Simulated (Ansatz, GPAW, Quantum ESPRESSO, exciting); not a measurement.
# ZrS2: 4 runs at one level of theory

```
Zr S
1.0
     3.69138    0.00000    0.00000
    -1.84569    3.19683    0.00000
     0.00000    0.00000    6.04108
Zr S
1 2
Direct
  0.00000 0.00000 0.00000
  0.33333 0.66667 0.23791
  0.66667 0.33333 0.76209
```

The cell is a database's computed one, not the measured one.

Alike in all runs: task band structure; functional LDA; k mesh 8 × 8 × 5; occupations fermi-dirac, width 0.05 eV; no spin polarisation; no spin-orbit coupling. LDA stands for any of its common fits. Pressure is positive in compression and, in plane waves, holds the error of the finite cutoff, which Ansatz's Pulay term estimates and takes out. Gaps are the smaller of the mesh's and the band path's.

```tsv
program and potentials	plane-wave cutoff (eV)	notes	band gap (eV)	pressure (GPa)	largest force (eV/Å)
Ansatz, Ansatz PAW	420	potentials made for PBE, which Ansatz adapts in part	0.91	-4.55	0.300
Quantum ESPRESSO, PseudoDojo 0.4.1 SR LDA standard	952	-	0.90	-4.51	0.291
GPAW, the program's PAW data sets (release 1.2.1) made for this functional	600	-	0.91	-4.96	0.342
exciting, all-electron LAPW+lo, shipped species files, valence relativity iora*	-	-	0.91	-	-
```

Force on atom 2 (S), eV/Å:

```
                                                    program and potentials      x      y       z
                                                        Ansatz, Ansatz PAW  0.000  0.000  -0.300
                        Quantum ESPRESSO, PseudoDojo 0.4.1 SR LDA standard  0.000  0.000  -0.291
GPAW, the program's PAW data sets (release 1.2.1) made for this functional  0.000  0.000  -0.342
```

The band gap spans 0.90 (Quantum ESPRESSO, PseudoDojo 0.4.1 SR LDA standard) to 0.91 eV (exciting, all-electron LAPW+lo, shipped species files, valence relativity iora*), with all-electron results at 0.91. The pressure spans -4.96 (GPAW, the program's PAW data sets (release 1.2.1) made for this functional) to -4.51 GPa (Quantum ESPRESSO, PseudoDojo 0.4.1 SR LDA standard). The paths' points differ, which is worth about 0.01 eV.

The functional is the same throughout but for its coding, so the spread measures potentials, basis and numerics; runs on potential files found faulty are left out.

The four codes agree on the gap of ZrS2 almost completely, so its value of about 0.91 eV belongs to the functional and the geometry rather than to the potentials or basis. It separates filled, mainly S 3p states from empty Zr 4d states, as expected for formally d0 Zr(IV). The gap is well below the measured one, the usual result of reading it from Kohn-Sham eigenvalues of a local functional, which lack the derivative discontinuity.

The negative pressures show that the cell is stretched relative to the LDA equilibrium, and the force on sulfur points towards the zirconium plane, so the Zr-S bonds would shorten as well. Both fit LDA's tendency to overbind, and suggest that the cell was relaxed with a less binding functional. Pressure and force vary more between codes than the gap does, with GPAW giving the largest magnitude of each, probably through differences in the potentials. The gap at LDA's own equilibrium geometry remains open, since both interlayer spacing and sulfur height affect the band edges.
